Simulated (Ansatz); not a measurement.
# NiO under changes of volume

One of the cells (9.076 Å³/atom); the others are scaled copies at fixed shape and fractional positions:

```
CELL_PARAMETERS angstrom
0.00000 2.08590 2.08590
2.08590 0.00000 2.08590
2.08590 2.08590 0.00000
ATOMIC_POSITIONS crystal
Ni 0.00000 0.00000 0.00000
O 0.50000 0.50000 0.50000
```

| Item | Value |
| --- | --- |
| Program | Ansatz 0.2.0 |
| Functional | PBEsol |
| Potentials or basis | all-electron LAPW, scalar-relativistic |
| Cutoff | 408 eV (chosen from the basis error) |
| Basis error allowed | 0.0005 eV/atom |
| k mesh | 11 × 11 × 11 |
| Occupations | fermi-dirac, width 0.05 eV |
| Spin | collinear spin, ferromagnetic start |
| Starting moments | [1.0, 0.0] μB |

```csv
volume (Å³/atom),energy over the lowest point (meV/atom),pressure (GPa),moment (μB per cell)
8.531,3.29,5.2,1.26
8.713,0.00,0.6,1.31
8.894,1.85,-3.5,1.38
9.076,7.79,-6.8,1.48
9.257,?,?,?
9.439,29.90,-12.5,1.63
9.620,45.13,-14.7,1.71
```

**Question.** What does the run at 9.257 Å³/atom give?

**Answer.** Energy over the lowest point 17.20 meV/atom; pressure -9.9 GPa; moment 1.56 μB per cell.

Worked out: A Birch-Murnaghan fit of order 3 (a polynomial in V^(-2/3)) to the other rows has its minimum at 8.73 Å³/atom with B0 = V·E''(V) = 205 GPa and B' = 6.4. It gives 17.29 meV/atom at 9.257 Å³/atom, against the run's 17.20, and -dE/dV = -9.9 GPa, against -9.9. A parabola through the other rows of the moment, of slope 0.445 μB per Å³/atom there, gives 1.54 μB, against the run's 1.56.

Energies are extrapolated to zero smearing.

Caveats: a cell with one magnetic atom can't hold antiferromagnetic order, which such compounds often take.
